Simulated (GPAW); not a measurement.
# GaAs (F-43m) in GPAW: convergence with smearing width (eV)

Aim: find how far smearing width (eV) must go before the results for GaAs settle, at LDA. This setting moves, with any that are tied to it; all else stays.

Everything below comes from runs of GPAW 26.7.0. Logs are shortened: lines on timing, memory, paths and dates and some standing lists are left out, and cuts for length are marked. The log counts tension as positive stress, the text compression.

## Step 1: Starting point

It takes space group F-43m (No. 216, cubic). The conventional cell has a = 5.654 Å, b = 5.654 Å, c = 5.654 Å, α = 90.00°, β = 90.00°, γ = 90.00°. As (site symmetry -43m) has 4 Ga at 2.45 Å as nearest neighbours. Ga (site symmetry -43m) has 4 As at 2.45 Å as nearest neighbours.

## Step 2: With smearing width (eV) 0.4

run.py reads:

```python
import json
import numpy as np
import spglib
from ase import Atoms
from ase.constraints import FixSymmetry
from ase.filters import FrechetCellFilter
from ase.io import read, write
from ase.optimize import BFGS
from ase.stress import full_3x3_to_voigt_6_stress, voigt_6_to_full_3x3_strain, voigt_6_to_full_3x3_stress
from ase.units import GPa
from gpaw import GPAW, PW, setup_paths

setup_paths.insert(0, '.')

atoms = read('GaAs.cif')
cell, positions, numbers = spglib.find_primitive(
    (atoms.cell[:], atoms.get_scaled_positions(), atoms.numbers), symprec=1e-4)
atoms = Atoms(numbers, cell=cell, scaled_positions=positions, pbc=True)

calc = GPAW(mode=PW(450),
            xc='LDA',
            kpts={'size': (7, 7, 7), 'gamma': True},
            occupations={'name': 'fermi-dirac', 'width': 0.4},
            nbands=11,
            convergence={'density': 1e-06, 'eigenstates': 1e-09},
            maxiter=150,
            txt='gpaw.txt')
atoms.calc = calc
atoms.set_constraint(FixSymmetry(atoms))
BFGS(FrechetCellFilter(atoms), trajectory='relax.traj', logfile='-').run(fmax=0.005, steps=40)
atoms.set_constraint()
energy = atoms.get_potential_energy()
forces = atoms.get_forces()
stress = atoms.get_stress()
calc.write('gs.gpw')
write('result.traj', atoms)
print('Cell:', atoms.cell.cellpar().round(4))
print(atoms.get_scaled_positions().round(5))

gpts = tuple(int(n) for n in calc.get_number_of_grid_points())
cell = atoms.cell[:].T
dataset = spglib.get_symmetry((atoms.cell[:], atoms.get_scaled_positions(), atoms.numbers), symprec=1e-4)
rotations = [cell @ w @ np.linalg.inv(cell) for w in dataset['rotations']]
strains, clamped, relaxed = [], [], []
for v in [0, 3]:
    for e in (-0.005, 0.005):
        voigt = np.zeros(6)
        voigt[v] = e
        F = voigt_6_to_full_3x3_strain(voigt)
        a = atoms.copy()
        a.set_cell(atoms.cell[:] @ F, scale_atoms=True)
        c = GPAW(mode=PW(450),
                 xc='LDA',
                 kpts={'size': (7, 7, 7), 'gamma': True},
                 occupations={'name': 'fermi-dirac', 'width': 0.4},
                 nbands=11,
                 convergence={'density': 1e-06, 'eigenstates': 1e-09},
                 maxiter=150,
                 gpts=gpts,
                 txt=f'strain-{v}{e:+.3f}.txt')
        a.calc = c
        s0 = s1 = a.get_stress() - stress
        BFGS(a, logfile=None).run(fmax=0.003, steps=25)
        s1 = a.get_stress() - stress
        print(v, e, 'clamped', (s0 / GPa).round(3), 'relaxed', (s1 / GPa).round(3), flush=True)
        for R in rotations:  # images under the point group
            eps = R @ (F - np.eye(3)) @ R.T
            strains.append(full_3x3_to_voigt_6_stress(eps) * [1, 1, 1, 2, 2, 2])
            for s, rows in ((s0, clamped), (s1, relaxed)):
                rows.append(full_3x3_to_voigt_6_stress(R @ voigt_6_to_full_3x3_stress(s) @ R.T))

C0, C = (np.linalg.lstsq(np.array(strains), np.array(s), rcond=None)[0].T / GPa for s in (clamped, relaxed))
print('Clamped-ion Cij (GPa):')
print(C0.round(1))
print('Relaxed-ion Cij (GPa):')
print(C.round(1))
json.dump({'clamped': C0.tolist(), 'relaxed': C.tolist()}, open('elastic.json', 'w'))
```

GaAs.cif reads:

```cif
data_GaAs
_cell_length_a 5.65370000
_cell_length_b 5.65370000
_cell_length_c 5.65370000
_cell_angle_alpha 90.00000000
_cell_angle_beta 90.00000000
_cell_angle_gamma 90.00000000
_space_group_name_H-M_alt 'F-43m'
_space_group_name_Hall 'F -4 2 3'
_space_group_IT_number 216
loop_
_space_group_symop_operation_xyz
'x,y,z'
'y,-x,-z'
'-x,-y,z'
'-y,x,-z'
'x,-y,-z'
'y,x,z'
'-x,y,-z'
'-y,-x,z'
'z,x,y'
'-z,y,-x'
'z,-x,-y'
'-z,-y,x'
'-z,x,-y'
'z,y,x'
'-z,-x,y'
'z,-y,-x'
'y,z,x'
'-x,-z,y'
'-y,z,-x'
'x,-z,-y'
'-y,-z,x'
'x,z,y'
'y,-z,-x'
'-x,z,-y'
'x,y+1/2,z+1/2'
'y,-x+1/2,-z+1/2'
'-x,-y+1/2,z+1/2'
'-y,x+1/2,-z+1/2'
'x,-y+1/2,-z+1/2'
'y,x+1/2,z+1/2'
'-x,y+1/2,-z+1/2'
'-y,-x+1/2,z+1/2'
'z,x+1/2,y+1/2'
'-z,y+1/2,-x+1/2'
'z,-x+1/2,-y+1/2'
'-z,-y+1/2,x+1/2'
'-z,x+1/2,-y+1/2'
'z,y+1/2,x+1/2'
'-z,-x+1/2,y+1/2'
'z,-y+1/2,-x+1/2'
'y,z+1/2,x+1/2'
'-x,-z+1/2,y+1/2'
'-y,z+1/2,-x+1/2'
'x,-z+1/2,-y+1/2'
'-y,-z+1/2,x+1/2'
'x,z+1/2,y+1/2'
'y,-z+1/2,-x+1/2'
'-x,z+1/2,-y+1/2'
'x+1/2,y,z+1/2'
'y+1/2,-x,-z+1/2'
'-x+1/2,-y,z+1/2'
'-y+1/2,x,-z+1/2'
'x+1/2,-y,-z+1/2'
'y+1/2,x,z+1/2'
'-x+1/2,y,-z+1/2'
'-y+1/2,-x,z+1/2'
'z+1/2,x,y+1/2'
'-z+1/2,y,-x+1/2'
'z+1/2,-x,-y+1/2'
'-z+1/2,-y,x+1/2'
'-z+1/2,x,-y+1/2'
'z+1/2,y,x+1/2'
'-z+1/2,-x,y+1/2'
'z+1/2,-y,-x+1/2'
'y+1/2,z,x+1/2'
'-x+1/2,-z,y+1/2'
'-y+1/2,z,-x+1/2'
'x+1/2,-z,-y+1/2'
'-y+1/2,-z,x+1/2'
'x+1/2,z,y+1/2'
'y+1/2,-z,-x+1/2'
'-x+1/2,z,-y+1/2'
'x+1/2,y+1/2,z'
'y+1/2,-x+1/2,-z'
'-x+1/2,-y+1/2,z'
'-y+1/2,x+1/2,-z'
'x+1/2,-y+1/2,-z'
'y+1/2,x+1/2,z'
'-x+1/2,y+1/2,-z'
'-y+1/2,-x+1/2,z'
'z+1/2,x+1/2,y'
'-z+1/2,y+1/2,-x'
'z+1/2,-x+1/2,-y'
'-z+1/2,-y+1/2,x'
'-z+1/2,x+1/2,-y'
'z+1/2,y+1/2,x'
'-z+1/2,-x+1/2,y'
'z+1/2,-y+1/2,-x'
'y+1/2,z+1/2,x'
'-x+1/2,-z+1/2,y'
'-y+1/2,z+1/2,-x'
'x+1/2,-z+1/2,-y'
'-y+1/2,-z+1/2,x'
'x+1/2,z+1/2,y'
'y+1/2,-z+1/2,-x'
'-x+1/2,z+1/2,-y'
loop_
_atom_site_label
_atom_site_type_symbol
_atom_site_symmetry_multiplicity
_atom_site_Wyckoff_symbol
_atom_site_fract_x
_atom_site_fract_y
_atom_site_fract_z
_atom_site_occupancy
As1 As 4 c 0.2500000000 0.2500000000 0.2500000000 1
Ga1 Ga 4 a 0.0000000000 0.0000000000 0.0000000000 1
```

Potentials or basis: PAW data sets generated in the run's folder for this functional, pw.

Started as:

```
$ gpaw-setup -f LDA As Ga
$ OMP_NUM_THREADS=1 python run.py
```

gpaw.txt:

```text
__  _  _
 | _ |_)|_||  |
 |__||  | ||/\| - 26.7.0

Input parameters:
  mode=PW(ecut=450.00000000000006),
  convergence={'density': 1e-06, 'eigenstates': 1e-09},
  kpts=MonkhorstPack(size=(7, 7, 7), gamma=True),
  maxiter=150,
  nbands=11,
  occupations=Occupations(name='fermi-dirac', width=0.4),
  xc=XC(name='LDA')

Diagonalizing LCAO Hamiltonian
Converting LCAO to pw mode

           As

       Ga

Atoms  # Å, Bohr magnetons
|   | symbol |         x |         y |        z |    initial magnetic moments |
|---|--------|-----------|-----------|----------|-----------------------------|
| 0 |     As |  1.413425 |  1.413425 | 1.413425 | ( 0.0000,  0.0000,  0.0000) |
| 1 |     Ga | -0.000000 | -0.000000 | 0.000000 | ( 0.0000,  0.0000,  0.0000) |

Unit cell  # Å
| periodic |        x |        y |        z |  lengths |    angles |
|----------|----------|----------|----------|----------|-----------|
|      yes | 0.000000 | 2.826850 | 2.826850 | 3.997770 | 60.000000 |
|      yes | 2.826850 | 0.000000 | 2.826850 | 3.997770 | 60.000000 |
|      yes | 2.826850 | 2.826850 | 0.000000 | 3.997770 | 60.000000 |

Number of symmetries: 24
Symmetry operations  # r_c * U_cc + t_c -> r_c
|    | kind |            matrix            |
|----|------|------------------------------|
|  0 |  E   |  1, 0, 0,  0, 1, 0,  0, 0, 1 |
|  1 |  σ   |  1, 0, 0,  0, 0, 1,  0, 1, 0 |
|  2 |  σ   |  1, 0,-1,  0, 1,-1,  0, 0,-1 |
|  3 |  C3  |  1, 0,-1,  0, 0,-1,  0, 1,-1 |
|  4 |  C3  |  1,-1, 0,  0,-1, 1,  0,-1, 0 |
|  5 |  σ   |  1,-1, 0,  0,-1, 0,  0,-1, 1 |
|  6 |  σ   |  0, 1, 0,  1, 0, 0,  0, 0, 1 |
|  7 |  C3  |  0, 1, 0,  0, 0, 1,  1, 0, 0 |
|  8 |  C2  |  0, 1,-1,  1, 0,-1,  0, 0,-1 |
[... 193 lines left out ...]
No gap
No difference between direct/indirect transitions

Stress tensor  # eV/Ang^3
|         x |         y |         z |
|-----------|-----------|-----------|
|  0.002368 |  0.000000 | -0.000000 |
|  0.000000 |  0.002368 | -0.000000 |
| -0.000000 | -0.000000 |  0.002368 |

Forces  # eV/Ang
|        x |        y |        z |
|----------|----------|----------|
| -0.00000 |  0.00000 |  0.00000 |  # As   0
|  0.00000 | -0.00000 | -0.00000 |  # Ga   1

Interpolating wave functions to new cell

           As

       Ga

Atoms  # Å, Bohr magnetons
|   | symbol |         x |         y |        z |    initial magnetic moments |
|---|--------|-----------|-----------|----------|-----------------------------|
| 0 |     As |  1.412885 |  1.412885 | 1.412885 | ( 0.0000,  0.0000,  0.0000) |
| 1 |     Ga | -0.000000 | -0.000000 | 0.000000 | ( 0.0000,  0.0000,  0.0000) |

Unit cell  # Å
| periodic |         x |         y |         z |  lengths |    angles |
|----------|-----------|-----------|-----------|----------|-----------|
|      yes | -0.000000 |  2.825770 |  2.825770 | 3.996242 | 60.000000 |
|      yes |  2.825770 | -0.000000 |  2.825770 | 3.996242 | 60.000000 |
|      yes |  2.825770 |  2.825770 | -0.000000 | 3.996242 | 60.000000 |

Number of symmetries: 24
Symmetry operations  # r_c * U_cc + t_c -> r_c
|    | kind |            matrix            |
|----|------|------------------------------|
|  0 |  E   |  1, 0, 0,  0, 1, 0,  0, 0, 1 |
|  1 |  σ   |  1, 0, 0,  0, 0, 1,  0, 1, 0 |
|  2 |  σ   |  1, 0,-1,  0, 1,-1,  0, 0,-1 |
|  3 |  C3  |  1, 0,-1,  0, 0,-1,  0, 1,-1 |
|  4 |  C3  |  1,-1, 0,  0,-1, 1,  0,-1, 0 |
|  5 |  σ   |  1,-1, 0,  0,-1, 0,  0,-1, 1 |
|  6 |  σ   |  0, 1, 0,  1, 0, 0,  0, 0, 1 |
|  7 |  C3  |  0, 1, 0,  0, 0, 1,  1, 0, 0 |
|  8 |  C2  |  0, 1,-1,  1, 0,-1,  0, 0,-1 |
[... 146 lines left out ...]
SCF iterations
|iter     | |      energy | eigst |  dens |
|---------|-|-------------|-------|-------|
|iter:   1| |   -9.571533 | -4.67 |       |
|iter:   2| |   -9.571542 | -7.10 | -2.99 |
|iter:   3| |   -9.571639c| -6.13 | -3.02 |
|iter:   4| |   -9.571644c| -7.42 | -3.78 |
|iter:   5| |   -9.571648c| -8.66 | -4.26 |
|iter:   6| |   -9.571647c| -9.40c| -4.82 |
|iter:   7| |   -9.571647c|-10.30c| -5.77 |
|iter:   8| |   -9.571647c|-11.22c| -6.20c|

Converged in 8 steps
Energy contributions relative to reference atoms: (reference = -114227.963912)

Energy contributions:
  Kinetic:          27.014306
  Coulomb:         -24.073531
  Zero:              0.019772
  External:          0.000000
  Xc:              -12.461424
  Entropy:          -0.141541
  Spinorbit:         0.000000
  ----------------------------
  Free energy:      -9.642418
  Extrapolated:     -9.571647
[... 19 lines left out ...]
No gap
No difference between direct/indirect transitions

Stress tensor  # eV/Ang^3
|        x |         y |         z |
|----------|-----------|-----------|
| 0.001871 |  0.000000 |  0.000000 |
| 0.000000 |  0.001871 | -0.000000 |
| 0.000000 | -0.000000 |  0.001871 |

Forces  # eV/Ang
|        x |        y |        z |
|----------|----------|----------|
| -0.00000 | -0.00000 | -0.00000 |  # As   0
| -0.00000 | -0.00000 | -0.00000 |  # Ga   1

Interpolating wave functions to new cell

           As

       Ga

Atoms  # Å, Bohr magnetons
|   | symbol |         x |         y |        z |    initial magnetic moments |
|---|--------|-----------|-----------|----------|-----------------------------|
| 0 |     As |  1.410867 |  1.410867 | 1.410867 | ( 0.0000,  0.0000,  0.0000) |
| 1 |     Ga | -0.000000 | -0.000000 | 0.000000 | ( 0.0000,  0.0000,  0.0000) |

Unit cell  # Å
| periodic |         x |         y |        z |  lengths |    angles |
|----------|-----------|-----------|----------|----------|-----------|
|      yes | -0.000000 |  2.821734 | 2.821734 | 3.990534 | 60.000000 |
|      yes |  2.821734 | -0.000000 | 2.821734 | 3.990534 | 60.000000 |
|      yes |  2.821734 |  2.821734 | 0.000000 | 3.990534 | 60.000000 |

Number of symmetries: 24
Symmetry operations  # r_c * U_cc + t_c -> r_c
|    | kind |            matrix            |
|----|------|------------------------------|
|  0 |  E   |  1, 0, 0,  0, 1, 0,  0, 0, 1 |
|  1 |  σ   |  1, 0, 0,  0, 0, 1,  0, 1, 0 |
|  2 |  σ   |  1, 0,-1,  0, 1,-1,  0, 0,-1 |
|  3 |  C3  |  1, 0,-1,  0, 0,-1,  0, 1,-1 |
|  4 |  C3  |  1,-1, 0,  0,-1, 1,  0,-1, 0 |
|  5 |  σ   |  1,-1, 0,  0,-1, 0,  0,-1, 1 |
|  6 |  σ   |  0, 1, 0,  1, 0, 0,  0, 0, 1 |
|  7 |  C3  |  0, 1, 0,  0, 0, 1,  1, 0, 0 |
|  8 |  C2  |  0, 1,-1,  1, 0,-1,  0, 0,-1 |
[... 146 lines left out ...]
SCF iterations
|iter     | |      energy | eigst |  dens |
|---------|-|-------------|-------|-------|
|iter:   1| |   -9.572438 | -3.53 |       |
|iter:   2| |   -9.572430 | -5.96 | -2.42 |
|iter:   3| |   -9.572526c| -4.98 | -2.45 |
|iter:   4| |   -9.572533c| -6.27 | -3.20 |
|iter:   5| |   -9.572548c| -7.52 | -3.69 |
|iter:   6| |   -9.572546c| -8.26 | -4.25 |
|iter:   7| |   -9.572546c| -9.15c| -5.20 |
|iter:   8| |   -9.572546c|-10.07c| -5.63 |
|iter:   9| |   -9.572546c|-10.86c| -7.10c|

Converged in 9 steps
Energy contributions relative to reference atoms: (reference = -114227.963912)

Energy contributions:
  Kinetic:          27.582408
  Coulomb:         -24.550021
  Zero:              0.020011
  External:          0.000000
  Xc:              -12.554898
  Entropy:          -0.140092
  Spinorbit:         0.000000
  ----------------------------
  Free energy:      -9.642592
  Extrapolated:     -9.572546
[... 19 lines left out ...]
No gap
No difference between direct/indirect transitions

Stress tensor  # eV/Ang^3
|         x |         y |         z |
|-----------|-----------|-----------|
| -0.000015 |  0.000000 | -0.000000 |
|  0.000000 | -0.000015 | -0.000000 |
| -0.000000 | -0.000000 | -0.000015 |

Forces  # eV/Ang
|        x |       y |        z |
|----------|---------|----------|
|  0.00000 | 0.00000 |  0.00000 |  # As   0
| -0.00000 | 0.00000 | -0.00000 |  # Ga   1

# Writing to gs.gpw (mode='')
```

Run time: 72 s. Hardware: 1 thread of Arm Neoverse V1, shared host; peak memory 0.21 GiB.

What came out:

| Item | Value |
| --- | --- |
| Free energy | -9.6426 eV |
| Relaxed volume | 22.47 Å³/atom |
| Relaxed cell | a = 3.991 Å, b = 3.991 Å, c = 3.991 Å, α = 60.00°, β = 60.00°, γ = 60.00° |
| Space group after relaxing (to 0.05 Å) | F-43m (No. 216) |
| Pressure after relaxing | 0.0 GPa |
| Band gap on the k mesh | none (metal or under the smearing width) |
| Elastic constants C11, C12, C44 | 105, 54, 46 GPa |
| Voigt bulk modulus | 71 GPa |
| Bulk modulus (Hill) | 71 GPa |
| Shear modulus (Hill) | 36 GPa |
| Young's modulus | 93 GPa |
| Poisson's ratio (from the elastic constants) | 0.28 |

## Step 3: With smearing width (eV) 0.25

run.py, as its differences from that of step 2:

```diff
@@ -22,3 +22,3 @@
             kpts={'size': (7, 7, 7), 'gamma': True},
-            occupations={'name': 'fermi-dirac', 'width': 0.4},
+            occupations={'name': 'fermi-dirac', 'width': 0.25},
             nbands=11,
@@ -54,3 +54,3 @@
                  kpts={'size': (7, 7, 7), 'gamma': True},
-                 occupations={'name': 'fermi-dirac', 'width': 0.4},
+                 occupations={'name': 'fermi-dirac', 'width': 0.25},
                  nbands=11,
```

GaAs.cif is that of step 2.

Potentials or basis: PAW data sets generated in the run's folder for this functional, pw.

Started as:

```
$ gpaw-setup -f LDA As Ga
$ OMP_NUM_THREADS=1 python run.py
```

Wall time 73 s (1 thread of Arm Neoverse V1, shared host); peak memory 0.21 GiB.

The run converged. Its results:

```yaml
Free_energy: -9.6108 eV
Relaxed_volume: 22.37 Å³/atom
Relaxed_cell: a = 3.985 Å, b = 3.985 Å, c = 3.985 Å, α = 60.00°, β = 60.00°, γ = 60.00°
Space_group_after_relaxing_to_0.05_Å: F-43m (No. 216)
Pressure_after_relaxing: 0.0 GPa
Band_gap_on_the_k_mesh: 0.44 eV, direct
Elastic_constants_C11_C12_C44: 113, 54, 52 GPa
Voigt_bulk_modulus: 74 GPa
Bulk_modulus_Hill: 74 GPa
Shear_modulus_Hill: 41 GPa
Young's_modulus: 105 GPa
Poisson's_ratio_from_the_elastic_constants: 0.26
```

## Step 4: With smearing width (eV) 0.15

run.py, as its differences from that of step 3:

```diff
@@ -22,3 +22,3 @@
             kpts={'size': (7, 7, 7), 'gamma': True},
-            occupations={'name': 'fermi-dirac', 'width': 0.25},
+            occupations={'name': 'fermi-dirac', 'width': 0.15},
             nbands=11,
@@ -54,3 +54,3 @@
                  kpts={'size': (7, 7, 7), 'gamma': True},
-                 occupations={'name': 'fermi-dirac', 'width': 0.25},
+                 occupations={'name': 'fermi-dirac', 'width': 0.15},
                  nbands=11,
```

GaAs.cif is that of step 3.

Started as:

```
$ gpaw-setup -f LDA As Ga
$ OMP_NUM_THREADS=1 python run.py
```

It took 72 s on 1 thread of Arm Neoverse V1, shared host; peak memory 0.21 GiB.

Results (log left out):

* Free energy: -9.6052 eV
* Relaxed volume: 22.34 Å³/atom
* Relaxed cell: a = 3.983 Å, b = 3.983 Å, c = 3.983 Å, α = 60.00°, β = 60.00°, γ = 60.00°
* Space group after relaxing (to 0.05 Å): F-43m (No. 216)
* Pressure after relaxing: 0.0 GPa
* Band gap on the k mesh: 0.45 eV, direct
* Elastic constants C11, C12, C44: 116, 54, 55 GPa
* Voigt bulk modulus: 75 GPa
* Bulk modulus (Hill): 75 GPa
* Shear modulus (Hill): 44 GPa
* Young's modulus: 110 GPa
* Poisson's ratio (from the elastic constants): 0.26

## Step 5: With smearing width (eV) 0.1

run.py, as its differences from that of step 4:

```diff
@@ -22,3 +22,3 @@
             kpts={'size': (7, 7, 7), 'gamma': True},
-            occupations={'name': 'fermi-dirac', 'width': 0.15},
+            occupations={'name': 'fermi-dirac', 'width': 0.1},
             nbands=11,
@@ -54,3 +54,3 @@
                  kpts={'size': (7, 7, 7), 'gamma': True},
-                 occupations={'name': 'fermi-dirac', 'width': 0.15},
+                 occupations={'name': 'fermi-dirac', 'width': 0.1},
                  nbands=11,
```

GaAs.cif is that of step 4.

Started as:

```
$ gpaw-setup -f LDA As Ga
$ OMP_NUM_THREADS=1 python run.py
```

It took 72 s on 1 thread of Arm Neoverse V1, shared host; peak memory 0.21 GiB.

It converged, with:

```yaml
Free_energy: -9.6044 eV
Relaxed_volume: 22.33 Å³/atom
Relaxed_cell: a = 3.982 Å, b = 3.982 Å, c = 3.982 Å, α = 60.00°, β = 60.00°, γ = 60.00°
Space_group_after_relaxing_to_0.05_Å: F-43m (No. 216)
Pressure_after_relaxing: 0.0 GPa
Band_gap_on_the_k_mesh: 0.45 eV, direct
Elastic_constants_C11_C12_C44: 117, 55, 56 GPa
Voigt_bulk_modulus: 75 GPa
Bulk_modulus_Hill: 75 GPa
Shear_modulus_Hill: 44 GPa
Young's_modulus: 111 GPa
Poisson's_ratio_from_the_elastic_constants: 0.25
```

## Step 6: With smearing width (eV) 0.05

run.py, as its differences from that of step 5:

```diff
@@ -22,3 +22,3 @@
             kpts={'size': (7, 7, 7), 'gamma': True},
-            occupations={'name': 'fermi-dirac', 'width': 0.1},
+            occupations={'name': 'fermi-dirac', 'width': 0.05},
             nbands=11,
@@ -54,3 +54,3 @@
                  kpts={'size': (7, 7, 7), 'gamma': True},
-                 occupations={'name': 'fermi-dirac', 'width': 0.1},
+                 occupations={'name': 'fermi-dirac', 'width': 0.05},
                  nbands=11,
```

GaAs.cif is that of step 5.

Potentials or basis: PAW data sets generated in the run's folder for this functional, pw.

Started as:

```
$ gpaw-setup -f LDA As Ga
$ OMP_NUM_THREADS=1 python run.py
```

Wall time 73 s (1 thread of Arm Neoverse V1, shared host); peak memory 0.21 GiB.

It converged, with:

| Quantity | Value |
| --- | --- |
| Free energy | -9.6041 eV |
| Relaxed volume | 22.32 Å³/atom |
| Relaxed cell | a = 3.982 Å, b = 3.982 Å, c = 3.982 Å, α = 60.00°, β = 60.00°, γ = 60.00° |
| Space group after relaxing (to 0.05 Å) | F-43m (No. 216) |
| Pressure after relaxing | 0.0 GPa |
| Band gap on the k mesh | 0.45 eV, direct |
| Elastic constants C11, C12, C44 | 118, 55, 57 GPa |
| Voigt bulk modulus | 76 GPa |
| Bulk modulus (Hill) | 76 GPa |
| Shear modulus (Hill) | 45 GPa |
| Young's modulus | 112 GPa |
| Poisson's ratio (from the elastic constants) | 0.26 |

(Part 1 of 2 ends here.)
